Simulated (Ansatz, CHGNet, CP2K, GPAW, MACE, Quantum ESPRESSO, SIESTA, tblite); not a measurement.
**Running wurtzite SiC, size series (72 atoms) with Quantum ESPRESSO**

How do the settings of Quantum ESPRESSO change the result for wurtzite SiC, size series (72 atoms)? A plane-wave run serves as the yardstick.

Program: Quantum ESPRESSO 7.5. Level of theory: the method is named at each step. Results are calculated unless marked as measured.

## (1) Set-up

The cell holds 72 atoms: 36 Si and 36 C. Its edges and angles: a = 9.228 Å, b = 9.228 Å, c = 10.096 Å, α = 90.0°, β = 90.0°, γ = 120.0°. It derives from SiC (wurtzite), repeated 3×3×2. Wurtzite SiC (a = 3.076 Å, c = 5.048 Å), 3 x 3 x 2 conventional cells; ideal positions. Then every atom was moved at random, 0.03 Å r.m.s. a Cartesian component.

The yardstick, on the same geometry:

- method: Kohn-Sham DFT, PBE, PAW, plane waves (Ansatz 0.2.0); cutoff 420 eV, Γ point, fermi-dirac smearing of 0.05 eV; PAW set soft_2
- r.m.s. force component: 0.9796 eV/Å
- longest force: 4.452 eV/Å
- pressure: 5.148 GPa
- gap (highest filled to lowest empty level): 1.998 eV
- SCF cycles: 7
- time: 6.8 s on 4 threads of Arm Neoverse V1, shared host
- CPU time: 22 s

## (2) PBE, sssp-1.3.0-efficiency, 45/360 Ry

Method: Kohn-Sham DFT, PBE, SSSP efficiency 1.3.0 pseudopotentials, plane waves.

pw.in

```
&control
  calculation = 'scf'
  pseudo_dir = './pseudo'
  outdir = './tmp'
  disk_io = 'none'
  tprnfor = .true.
  tstress = .true.
/
&system
  ibrav = 0
  nat = 72
  ntyp = 2
  ecutwfc = 45
  ecutrho = 360
  nosym = .true.
  occupations = 'smearing'
  smearing = 'fd'
  degauss = 0.003675
/
&electrons
  conv_thr = 3.6e-07
  electron_maxstep = 100
  mixing_beta = 0.4
  mixing_mode = 'plain'
  diagonalization = 'david'
/
ATOMIC_SPECIES
Si 28.085 Si.upf
C 12.011 C.upf
CELL_PARAMETERS angstrom
9.22800 0.00000 0.00000
-4.61400 7.99168 0.00000
0.00000 0.00000 10.09600
ATOMIC_POSITIONS crystal
Si 0.00790 0.00894 0.00317
C 0.10932 0.22534 0.05961
Si 0.10937 0.21982 0.24977
C 0.00141 1.00000 0.31162
Si 0.99777 0.99682 0.50083
C 0.10631 0.21872 0.56114
Si 0.11349 0.22816 0.75296
C 0.00243 0.00328 0.80947
Si 0.99643 0.33193 0.99889
C 0.11287 0.56274 0.06335
Si 0.11583 0.55566 0.24901
C 0.99775 0.33948 0.31070
Si 0.00352 0.33141 0.49943
C 0.11087 0.55236 0.56191
Si 0.10364 0.55059 0.74867
C 0.00101 0.33240 0.81313
Si 0.99942 0.66467 0.99322
C 0.11065 0.88879 0.06515
Si 0.11112 0.88343 0.25179
C 0.00455 0.67058 0.30774
Si 0.99969 0.66961 0.50264
C 0.11669 0.89003 0.56490
Si 0.10809 0.88768 0.74922
C 0.99983 0.66594 0.82131
Si 0.33049 0.00474 0.00204
C 0.44517 0.21725 0.06476
Si 0.44879 0.21980 0.24700
C 0.33248 0.99799 0.30666
Si 0.33540 0.00166 0.49664
C 0.44689 0.21751 0.56130
Si 0.45062 0.22424 0.75291
C 0.33359 0.00409 0.80994
Si 0.33229 0.32847 0.99778
C 0.44707 0.56336 0.06230
Si 0.44330 0.55451 0.24884
C 0.33031 0.33255 0.31613
Si 0.32906 0.33400 0.50340
C 0.44843 0.56207 0.56509
Si 0.45122 0.56306 0.74896
C 0.32953 0.33402 0.81133
Si 0.33534 0.66942 0.00245
C 0.44472 0.88942 0.05931
Si 0.43856 0.88482 0.25164
C 0.32825 0.66315 0.31086
Si 0.33316 0.67156 0.50245
C 0.44380 0.88254 0.56105
Si 0.44351 0.88864 0.74464
C 0.32633 0.66088 0.81515
Si 0.66170 0.99524 0.99724
C 0.78118 0.22085 0.06364
Si 0.77726 0.22222 0.25148
C 0.66202 0.99782 0.31130
Si 0.66543 0.99617 0.50617
C 0.78295 0.22527 0.56432
Si 0.77932 0.22021 0.74985
C 0.66162 0.00091 0.81734
[... 12 atom lines left out ...]
Si 0.66253 0.66156 0.50334
C 0.78492 0.89085 0.56274
Si 0.77986 0.89139 0.75268
C 0.66585 0.66323 0.81700
K_POINTS gamma
```

Command:

```console
$ OMP_NUM_THREADS=1 mpirun -np 2 pw.x -in pw.in > output.txt
```

Log:

```text
Program PWSCF
     gamma-point specific algorithms are used
     Parallelization info
     sticks:   dense  smooth     PW     G-vecs:    dense   smooth      PW
     Min        3777    1896    477               289758   102496   12857
     Max        3778    1897    478               289759   102497   12858
     Sum        7555    3793    955               579517   204993   25715
     bravais-lattice index     =            0
     lattice parameter (alat)  =      17.4384  a.u.
     unit-cell volume          =    5024.4857 (a.u.)^3
     number of atoms/cell      =           72
     number of atomic types    =            2
     number of electrons       =       288.00
     number of Kohn-Sham states=          173
     kinetic-energy cutoff     =      45.0000  Ry
     charge density cutoff     =     360.0000  Ry
     scf convergence threshold =      3.6E-07
     mixing beta               =       0.4000
     number of iterations used =            8  plain     mixing
     Exchange-correlation= SLA  PW   PBX  PBC
                           (   1   4   3   4   0   0   0)
     crystal axes: (cart. coord. in units of alat)
               a(1) = (   1.000000   0.000000   0.000000 )
               a(2) = (  -0.500000   0.866025   0.000000 )
               a(3) = (   0.000000   0.000000   1.094062 )
     reciprocal axes: (cart. coord. in units 2 pi/alat)
               b(1) = (  1.000000  0.577350 -0.000000 )
               b(2) = (  0.000000  1.154701  0.000000 )
               b(3) = (  0.000000 -0.000000  0.914025 )
     PseudoPot. # 1 for Si:
     Pseudo is Ultrasoft + core correction, Zval =  4.0
     PseudoPot. # 2 for C :
     Pseudo is Projector augmented-wave + core cor, Zval =  4.0
     atomic species   valence    mass     pseudopotential
     Si                4.00    28.08500     Si( 1.00)
     C                 4.00    12.01100     C ( 1.00)
     No symmetry found
   Cartesian axes
     number of k points=     1  Fermi-Dirac smearing, width (Ry)=  0.0037
                       cart. coord. in units 2pi/alat
        k(    1) = (   0.0000000   0.0000000   0.0000000), wk =   2.0000000
     Dense  grid:   289759 G-vectors     FFT dimensions: ( 108, 108, 120)
     Smooth grid:   102497 G-vectors     FFT dimensions: (  75,  75,  81)
     Check: negative core charge=   -0.000004
     Initial potential from superposition of free atoms
     starting charge     287.9784, renormalised to     288.0000
     Starting wfcs are  288 randomized atomic wfcs
     Self-consistent Calculation
     iteration #  1     ecut=    45.00 Ry     beta= 0.40
     total energy              =   -1072.56631873 Ry
     estimated scf accuracy    <      16.58624947 Ry
     iteration #  2     ecut=    45.00 Ry     beta= 0.40
     total energy              =   -1075.13948516 Ry
     estimated scf accuracy    <       0.71841754 Ry
     iteration #  3     ecut=    45.00 Ry     beta= 0.40
     total energy              =   -1075.23911860 Ry
     estimated scf accuracy    <       0.19623568 Ry
     iteration #  4     ecut=    45.00 Ry     beta= 0.40
     total energy              =   -1075.24513942 Ry
     estimated scf accuracy    <       0.06107308 Ry
     iteration #  5     ecut=    45.00 Ry     beta= 0.40
     total energy              =   -1075.25152351 Ry
     estimated scf accuracy    <       0.00564961 Ry
     iteration #  6     ecut=    45.00 Ry     beta= 0.40
     total energy              =   -1075.25130769 Ry
     estimated scf accuracy    <       0.00143464 Ry
     iteration #  7     ecut=    45.00 Ry     beta= 0.40
     total energy              =   -1075.25175186 Ry
     estimated scf accuracy    <       0.00011818 Ry
     iteration #  8     ecut=    45.00 Ry     beta= 0.40
     total energy              =   -1075.25175431 Ry
     estimated scf accuracy    <       0.00002522 Ry
     iteration #  9     ecut=    45.00 Ry     beta= 0.40
     total energy              =   -1075.25176275 Ry
     estimated scf accuracy    <       0.00000643 Ry
     iteration # 10     ecut=    45.00 Ry     beta= 0.40
     total energy              =   -1075.25176350 Ry
     estimated scf accuracy    <       0.00000058 Ry
     iteration # 11     ecut=    45.00 Ry     beta= 0.40
     End of self-consistent calculation
          k = 0.0000 0.0000 0.0000 ( 12858 PWs)   bands (ev):
    -5.9395  -4.7991  -4.6959  -4.1895  -4.1518  -4.1453  -4.0641  -4.0371
    -3.9891  -3.1606  -3.0913  -3.0868  -3.0132  -2.9860  -2.9472  -2.9400
    -2.9099  -2.8968  -2.8331  -2.8009  -2.7678  -2.2767  -1.5927  -1.4346
    -1.4135  -1.3876  -1.2279  -1.1468  -1.0836  -0.9904  -0.9696  -0.9318
    -0.8983  -0.8474  -0.8296  -0.8051   0.8888   1.7765   1.8846   1.9151
     1.9500   2.1059   2.1266   2.1506   2.1746   2.2085   2.2597   2.8726
     2.8940   3.0384   3.0813   3.1412   3.1622   3.1810   3.2407   3.2447
     3.2592   3.2800   3.3190   3.3334   3.3658   3.3799   3.4140   3.4227
     3.4568   3.4806   3.4867   3.5175   3.5582   3.5861   3.6922   3.9554
     4.0101   4.0749   4.1202   5.1069   5.1655   5.2481   5.2858   5.3201
     5.3521   5.3933   5.4249   5.5426   5.5819   5.5943   5.6820   5.8743
     5.8829   6.6054   6.6537   6.6797   6.7083   6.7248   6.7474   6.7586
[...]
8.0865   8.3228   8.4532   8.6941   8.7732   8.8099   8.8777   8.8866
     8.9201   8.9841   9.0806   9.0889   9.1874   9.5877   9.7571   9.8176
    11.8120  11.8328  12.8995  12.9118  12.9459  12.9573  12.9910  13.0039
    13.2665  13.3146  13.3850  13.3910  13.4143  13.4296  13.4655  13.4775
    13.5069  13.5249  13.5921  13.6140  14.3750  14.3817  14.4289  14.4756
    14.5338  14.5357  14.5610  14.6498  14.7404
     the Fermi energy is    10.8089 ev
!    total energy              =   -1075.25176374 Ry
     estimated scf accuracy    <       0.00000028 Ry
     smearing contrib. (-TS)   =      -0.00000000 Ry
     internal energy E=F+TS    =   -1075.25176374 Ry
     The total energy is F=E-TS. E is the sum of the following terms:
     one-electron contribution =     207.26929876 Ry
     hartree contribution      =      86.91183779 Ry
     xc contribution           =    -395.64787782 Ry
     ewald contribution        =    -751.90058206 Ry
     one-center paw contrib.   =    -221.88444041 Ry
     convergence has been achieved in  11 iterations
     Forces acting on atoms (cartesian axes, Ry/au):
     atom    1 type  1   force =    -0.02428392   -0.07862640   -0.01303423
     atom    2 type  2   force =     0.03373136    0.01048257    0.01985811
     atom    3 type  1   force =    -0.01199570    0.02356372    0.01690584
     atom    4 type  2   force =    -0.00625545   -0.01093057   -0.00455756
     atom    5 type  1   force =     0.03522168    0.02005774   -0.01704473
     atom    6 type  2   force =     0.03317237    0.01478824    0.01933184
     atom    7 type  1   force =     0.00035233   -0.04465341   -0.03058675
     atom    8 type  2   force =    -0.01263099   -0.00217724    0.03120216
     atom    9 type  1   force =     0.01421127    0.05013717    0.02349197
     atom   10 type  2   force =     0.02002250   -0.05066948   -0.02438172
     atom   11 type  1   force =    -0.06932379    0.01001286   -0.00586853
     atom   12 type  2   force =     0.04241444   -0.05320724    0.00846801
[...]
atom   68 type  2   force =    -0.04243533   -0.04500815   -0.03471261
     atom   69 type  1   force =     0.01707261    0.06676028   -0.03041601
     atom   70 type  2   force =    -0.05672864   -0.04023577    0.02470184
     atom   71 type  1   force =    -0.00586375   -0.00820755    0.00535890
     atom   72 type  2   force =     0.00556224    0.04149983   -0.06484684
     Total force =     0.562189     Total SCF correction =     0.000450
     Computing stress (Cartesian axis) and pressure
          total   stress  (Ry/bohr**3)                   (kbar)     P=       53.84
   0.00039993   0.00005929  -0.00000708           58.83        8.72       -1.04
   0.00005929   0.00041197  -0.00001660            8.72       60.60       -2.44
  -0.00000708  -0.00001660   0.00028618           -1.04       -2.44       42.10
     Message from routine punch:
     Nothing written, as per user request (disk_io='none')
```

Run time: 89 s. Hardware: 2 MPI ranks of Arm Neoverse V1, shared host; peak memory 1.7 GiB; 3 min of CPU time.

Banners, paths, timers and routine set-up lines are dropped from the logs unmarked, and long logs keep their key lines alone; longer cuts are marked.

Against the reference:

* r.m.s. force component: 0.9835 eV/Å
* r.m.s. difference of force components: 4.508 meV/Å
* longest difference of force vectors: 18.05 meV/Å
* force difference over r.m.s. force: 0.4602 %
* slope of forces against the reference's: 1.004
* correlation of force components: 1
* gap (highest filled to lowest empty level): 1.994 eV
* gap difference: -0.0036 eV
* pressure: 5.384 GPa
* pressure difference: 0.2364 GPa

Length of the force difference by element (eV/Å):

| element | atoms | mean | most |
| --- | --- | --- | --- |
| C | 36 | 0.0076 | 0.018 |
| Si | 36 | 0.0066 | 0.018 |

Levels nearest the highest filled one (eV from it): -1.04, -1.01, -0.94, -0.93, -0.90, -0.83, -0.74, -0.73, -0.63, -0.23, -0.06, 0.00, 1.99, 2.02, 3.08, 3.09, 3.13, 3.14, 3.17, 3.19, 3.45, 3.50, 3.57, 3.57.

The surroundings of Si25, picked at random, nearest first, numbered as they follow in the input and with coordinates relative to it.

| atom | x | y | z | distance (Å) | bonds | Fx | Fy | Fz (eV/Å) |
| --- | --- | --- | --- | --- | --- | --- | --- | --- |
| Si25 | 0.00 | 0.00 | 0.00 | 0.00 | 4 | 1.03 | -1.97 | -0.63 |
| C26 | 0.08 | 1.70 | 0.63 | 1.81 | 4 | -0.50 | 1.49 | -0.94 |
| C18 | -1.49 | -0.93 | 0.64 | 1.87 | 4 | -0.13 | 0.36 | -0.93 |
| C42 | 1.59 | -0.92 | 0.58 | 1.92 | 4 | -0.65 | 0.27 | 0.53 |
| C32 | 0.03 | -0.01 | -1.94 | 1.94 | 4 | 0.11 | -0.57 | 0.26 |
| Si33 | -1.48 | 2.59 | -0.04 | 2.98 | 4 | -0.33 | 1.49 | 0.64 |
| Si1 | -3.00 | 0.03 | 0.01 | 3.00 | 4 | -0.62 | -2.02 | -0.34 |
| Si27 | 0.10 | 1.72 | 2.47 | 3.01 | 4 | -1.31 | 0.40 | 1.47 |
| Si57 | 1.60 | 2.59 | -0.04 | 3.05 | 4 | 0.51 | 0.99 | 0.70 |

Forces lie 0.46 % from the reference's, at 8.1 times its CPU time (on 2 against 4 cores).

## (3) PBE, sssp-1.3.0-efficiency, 45/360 Ry, paro

Method: Kohn-Sham DFT, PBE, SSSP efficiency 1.3.0 pseudopotentials, plane waves.

pw.in: that of step 2 with these lines changed.

```diff
@@ -24,3 +24,3 @@
   mixing_mode = 'plain'
-  diagonalization = 'david'
+  diagonalization = 'paro'
 /
```

Log:

```text
[banner, memory and clock lines left out]
Program PWSCF
     gamma-point specific algorithms are used
     bravais-lattice index     =            0
     lattice parameter (alat)  =      17.4384  a.u.
     unit-cell volume          =    5024.4857 (a.u.)^3
[... lines left out ...]
     number of k points=     1  Fermi-Dirac smearing, width (Ry)=  0.0037
[... lines left out ...]
     total energy              =   -1072.61148244 Ry
[... lines left out ...]
     total energy              =   -1075.22481769 Ry
[... lines left out ...]
     total energy              =   -1075.22923280 Ry
[... lines left out ...]
     total energy              =   -1075.25176199 Ry
[... lines left out ...]
     total energy              =   -1075.25176347 Ry
[... lines left out ...]
     the Fermi energy is    10.8088 ev
!    total energy              =   -1075.25176372 Ry
[... lines left out ...]
     smearing contrib. (-TS)   =      -0.00000000 Ry
     internal energy E=F+TS    =   -1075.25176372 Ry
     The total energy is F=E-TS. E is the sum of the following terms:
     one-electron contribution =     207.26671483 Ry
     hartree contribution      =      86.91551761 Ry
     xc contribution           =    -395.64883884 Ry
     ewald contribution        =    -751.90058206 Ry
     one-center paw contrib.   =    -221.88457526 Ry
     convergence has been achieved in  10 iterations
     Forces acting on atoms (cartesian axes, Ry/au):
     atom    1 type  1   force =    -0.02428147   -0.07862874   -0.01303419
     atom    2 type  2   force =     0.03373215    0.01048202    0.01988349
     atom    3 type  1   force =    -0.01199532    0.02356114    0.01690167
[...]
atom   71 type  1   force =    -0.00586427   -0.00820668    0.00536639
     atom   72 type  2   force =     0.00556196    0.04149233   -0.06485843
     Total force =     0.562184     Total SCF correction =     0.001144
     Computing stress (Cartesian axis) and pressure
          total   stress  (Ry/bohr**3)                   (kbar)     P=       53.89
   0.00040030   0.00005928  -0.00000709           58.89        8.72       -1.04
   0.00005928   0.00041232  -0.00001660            8.72       60.65       -2.44
  -0.00000709  -0.00001660   0.00028646           -1.04       -2.44       42.14
     Message from routine punch:
     Nothing written, as per user request (disk_io='none')
```

Elapsed: 2.8 min, on 2 MPI ranks; peak memory 1.8 GiB.

Against the reference:

```
r.m.s. force component                           : 0.9835 eV/Å
r.m.s. difference of force components            : 4.499 meV/Å
longest difference of force vectors              : 18.25 meV/Å
force difference over r.m.s. force               : 0.4593 %
slope of forces against the reference's          : 1.004
correlation of force components                  : 1
gap (highest filled to lowest empty level) : 1.995 eV
gap difference                                   : -0.0034 eV
pressure                                         : 5.389 GPa
pressure difference                              : 0.2414 GPa
energy less the same-level run's                 : 0 meV/atom
r.m.s. force difference from the same-level run  : 0.24 meV/Å
```

Against the first run (0.46 %), the force difference from the reference is 0.46 %, at 1.9 times the CPU time: another solver or mixer reaches the same state.

## (4) Another try, on a changed input

pw.in: that of step 3 with these lines changed.

```diff
@@ -10,3 +10,3 @@
   ibrav = 0
-  nat = 72
+  nat = 73
   ntyp = 2
@@ -21,6 +21,6 @@
   conv_thr = 3.6e-07
-  electron_maxstep = 100
+  electron_maxstep = 50
   mixing_beta = 0.4
   mixing_mode = 'plain'
-  diagonalization = 'paro'
+  diagonalization = 'david'
 /
```

Log:

```text
Program PWSCF
 %%%%%%%%%%%%%%%%%%%%%%%%%%%%%%%%%%%%%%%%%%%%%%%%%%%%%%%%%%%%%%%%%%%%%%%%%%%%%%
     Error in routine read_cards (73):
     wrong number of columns in ATOMIC_POSITIONS
 %%%%%%%%%%%%%%%%%%%%%%%%%%%%%%%%%%%%%%%%%%%%%%%%%%%%%%%%%%%%%%%%%%%%%%%%%%%%%%
```

It took 0.74 s on 2 MPI ranks; peak memory 0.21 GiB.

The program stopped at the start. The fault in the input: a wrong count of atoms (nat = 72 written as nat = 73).

## (5) Side by side

Differences are against the plane-wave reference, forces as r.m.s. over components; share is that over the reference's r.m.s. force, slope the least-squares factor from reference forces to these. Total energies of different programs have different zeros and aren't compared.

| run | Δ force, r.m.s. (meV/Å) | share (%) | slope | Δ pressure (GPa) | Δ gap (eV) | cores | CPU time | memory (GiB) |
| --- | --- | --- | --- | --- | --- | --- | --- | --- |
| reference | - | - | - | - | - | 4 | 22 s | 0.89 |
| QE PBE, sssp-1.3.0-efficiency, 45/360 Ry | 4.51 | 0.460 | 1.004 | 0.236 | -0.0036 | 2 | 3 min | 1.7 |
| QE PBE, sssp-1.3.0-efficiency, 45/360 Ry, paro | 4.50 | 0.459 | 1.004 | 0.241 | -0.0034 | 2 | 5.5 min | 1.8 |

CPU time is summed over cores on a shared host, where runs went side by side, so it is rough. Symmetry, cutoffs, thresholds, outputs and thread counts weren't matched or tuned between programs; memory under MPI is the largest rank's times the ranks.

Within one program, basis, potentials and functional, energies share a zero. Each run against its twin at the usual cutoff or grid and solver:

| run | twin | Δ energy (meV/atom) | Δ force, r.m.s. (meV/Å) | CPU time over the twin's |
| --- | --- | --- | --- | --- |
| QE PBE, sssp-1.3.0-efficiency, 45/360 Ry, paro | sssp-1.3.0-efficiency, 45/360 Ry | 0 | 0.24 | 1.9 |

A second geometry, displaced anew (every atom was moved at random, 0.08 Å r.m.s. a Cartesian component), gives an energy difference that all programs can be tested on. The reference puts it at 165.8 meV/atom.

| run | energy less the first geometry's (meV/atom) | error (meV/atom) | force share at the second geometry (%) |
| --- | --- | --- | --- |
| QE PBE, sssp-1.3.0-efficiency, 45/360 Ry | 166.5 | 0.697 | 0.487 |
| QE PBE, sssp-1.3.0-efficiency, 45/360 Ry, paro | 166.5 | 0.697 | 0.490 |

## (6) What came out

```
nearest in forces : a tie at 0.46 % of 2 runs: QE PBE, sssp-1.3.0-efficiency, 45/360 Ry; QE PBE, sssp-1.3.0-efficiency, 45/360 Ry, paro
```

**Reading.** PBE on plane waves or a grid with other potentials, cutoffs or grids differs from the reference by 0.46 % in each run of the r.m.s. force; this holds the reference's own error, so differences of a few per cent don't tell which side is nearer the exact PBE result (QE's 45 Ry are 612 eV, against the reference's 420 eV). None of the electronic-structure runs in the table takes under half the reference's CPU time of 22 s; they take 8.1 to 15 times as much. PBE gaps agree with the reference's 2.00 eV within 0.004 eV. These are spacings on the run's k-points, which needn't hold the band edges. All runs miss the energy difference between the two geometries, 166 meV/atom in the reference, by about 0.70 meV/atom. The reference's pressure of 5.1 GPa belongs to a cell and atoms that aren't relaxed at this level. The electronic-structure runs sample only Γ, in a cell whose shortest periodic width is 8 Å.

[Also dropped from logs without a mark: logging warnings of Python, and SIESTA's first energy breakdown and zero terms.]

[Logs are printed without paths, hosts, clocks, repeated set-up lines and the standing remarks that a program may print on its own settings, such as how far it seeks lower states.]

[Hosts, paths, dates, database ids (printed as entryN), source tags and the programs' standing remarks are cut or masked in the printed files.]
